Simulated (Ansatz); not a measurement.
Mo: computed DOS

Space group Fm-3m (No. 225). a = 4.030 Å, b = 4.030 Å, c = 4.030 Å, α = 90.00°, β = 90.00°, γ = 90.00°
```
atom  site  symmetry       x       y       z
  Mo    4a      m-3m  0.0000  0.0000  0.0000
```

The runs use the primitive cell with vectors (0.000, 2.015, 2.015), (2.015, 0.000, 2.015), (2.015, 2.015, 0.000) Å, to which the k mesh refers.

The cell comes from COD entry 1534907, which wasn't checked; take it as a given geometry.

These are results of DFT, PBE, all-electron LAPW, scalar-relativistic in Ansatz 0.2.0, not measurements.

Sampling and basis: a Γ-centred 17×17×17 k mesh, Fermi–Dirac smearing of 0.08 eV, basis error target 0.25 meV/atom, no spin polarisation.

States per eV and cell, averaged over 0.4 eV, from -6.6 to 1.2 eV, with energies (bin centres) from the Fermi level; empty bins are left out. The partial columns, the largest 3 alone, are projections on Löwdin-orthogonalised atomic shells (those that the program's projection atoms carry: the occupied ones and, for some elements, an empty d or f shell; other empty shells have no column), summed over atoms of an element. Weights on diffuse s and p shells depend on that basis and aren't pure angular character.

```json
{"E (eV)": "-6.5", "total": "0.02", "Mo 4d": "0.00", "Mo 5s": "0.02", "Mo 4p": "0.00"}
{"E (eV)": "-6.1", "total": "0.05", "Mo 4d": "0.00", "Mo 5s": "0.04", "Mo 4p": "0.00"}
{"E (eV)": "-5.7", "total": "0.08", "Mo 4d": "0.00", "Mo 5s": "0.07", "Mo 4p": "0.00"}
{"E (eV)": "-5.3", "total": "0.11", "Mo 4d": "0.01", "Mo 5s": "0.09", "Mo 4p": "0.00"}
{"E (eV)": "-4.9", "total": "0.16", "Mo 4d": "0.03", "Mo 5s": "0.12", "Mo 4p": "0.00"}
{"E (eV)": "-4.5", "total": "0.53", "Mo 4d": "0.33", "Mo 5s": "0.18", "Mo 4p": "0.01"}
{"E (eV)": "-4.1", "total": "1.12", "Mo 4d": "0.83", "Mo 5s": "0.27", "Mo 4p": "0.01"}
{"E (eV)": "-3.7", "total": "1.57", "Mo 4d": "1.31", "Mo 5s": "0.23", "Mo 4p": "0.02"}
{"E (eV)": "-3.3", "total": "1.45", "Mo 4d": "1.31", "Mo 5s": "0.12", "Mo 4p": "0.02"}
{"E (eV)": "-2.9", "total": "1.09", "Mo 4d": "1.01", "Mo 5s": "0.06", "Mo 4p": "0.01"}
{"E (eV)": "-2.5", "total": "1.08", "Mo 4d": "1.04", "Mo 5s": "0.02", "Mo 4p": "0.01"}
{"E (eV)": "-2.1", "total": "1.09", "Mo 4d": "1.03", "Mo 5s": "0.04", "Mo 4p": "0.01"}
{"E (eV)": "-1.7", "total": "1.02", "Mo 4d": "0.94", "Mo 5s": "0.06", "Mo 4p": "0.01"}
{"E (eV)": "-1.3", "total": "1.26", "Mo 4d": "1.14", "Mo 5s": "0.08", "Mo 4p": "0.01"}
{"E (eV)": "-0.9", "total": "1.47", "Mo 4d": "1.31", "Mo 5s": "0.12", "Mo 4p": "0.01"}
{"E (eV)": "-0.5", "total": "1.73", "Mo 4d": "1.58", "Mo 5s": "0.10", "Mo 4p": "0.01"}
{"E (eV)": "-0.1", "total": "1.47", "Mo 4d": "1.33", "Mo 5s": "0.10", "Mo 4p": "0.01"}
{"E (eV)": "0.3", "total": "1.09", "Mo 4d": "0.97", "Mo 5s": "0.07", "Mo 4p": "0.01"}
{"E (eV)": "0.7", "total": "0.92", "Mo 4d": "0.83", "Mo 5s": "0.05", "Mo 4p": "0.00"}
{"E (eV)": "1.1", "total": "1.17", "Mo 4d": "1.08", "Mo 5s": "0.05", "Mo 4p": "0.00"}
```

(1) Which of the resolved shells contributes most within 0.3 eV of the Fermi level?

(2) Where is the centre of the filled Mo 4d states between -14 eV and the top of the filled states?

Answers

(1) Mo 4d, with 90 % of all states there; Mo 5s follows with 7 %.

(2) -2.15 eV from the Fermi level.
